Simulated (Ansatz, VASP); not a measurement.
Given: the input of a run of VASP 6.6.1 on MgS. The cell comes from a database or a generator and needn't be the stable form of this composition.

INCAR

```
PREC = Accurate
ENCUT = 500
EDIFF = 1E-6
ISMEAR = 0
SIGMA = 0.05
LREAL = F
LASPH = T
NELM = 100
ALGO = Normal
ISIF = 2
LWAVE = F
LCHARG = F
GGA = CA
NBANDS = 11
```

KPOINTS

```
Automatic mesh
0
Gamma
  8 8 8
```

Contents of POSCAR:

```
MgS
1.0
    0.0000000000      2.8331200468      2.8331200468
    2.8331200468      0.0000000000      2.8331200468
    2.8331200468      2.8331200468      0.0000000000
S Mg
1 1
Cartesian
    1.4165600234      1.4165600234      1.4165600234
    0.0000000000      0.0000000000      0.0000000000
```

Potentials or basis: VASP PAW LDA potentials, release 64 (S, Mg).

The run is started by

```sh
$ cat potpaw_LDA.64/S/POTCAR potpaw_LDA.64/Mg/POTCAR > POTCAR
$ mpirun -np 1 vasp_std > vasp.out
```

Translate it to Ansatz 0.2.0. Potentials or basis there: all-electron LAPW, scalar-relativistic.

As run (cutoffs and basis follow the program's own potentials, and thresholds, step limits or extra output files can differ):

Contents of input.yaml:

```yaml
crystal:
  lattice:
    - [0.0, 2.8331200468, 2.8331200468]
    - [2.8331200468, 0.0, 2.8331200468]
    - [2.8331200468, 2.8331200468, 0.0]
  atoms:
    - { symbol: S, position: [0.25, 0.25, 0.25] }
    - { symbol: Mg, position: [0.0, 0.0, 0.0] }
kpoints:
  mp_grid: { grid: [8, 8, 8] }
scf:
  occupations: { method: gaussian, width: 0.05 }
hamiltonian:
  xc: lda
  pseudopotentials: { kind: all_electron, lapw: { basis_error: 0.001 } }
output:
  forces: true
  stress: true
  eigenvalues: true
```

Potentials or basis: all-electron LAPW, scalar-relativistic.

Launch:

```console
$ ansatz run input.yaml --threads 1 --pin off --max-ram 3072MiB --backend cpu --events-out ev --progress --plain --runs-dir out
```

Both were run:

|  | VASP | Ansatz |
| --- | --- | --- |
| Pressure | -2.5 GPa | -2.2 GPa |

Where Ansatz's input types no cutoff or centring, it takes its own default and a Γ-centred mesh.

The two programs' LDA may be different fits to the electron gas.

Pressure is positive in compression.
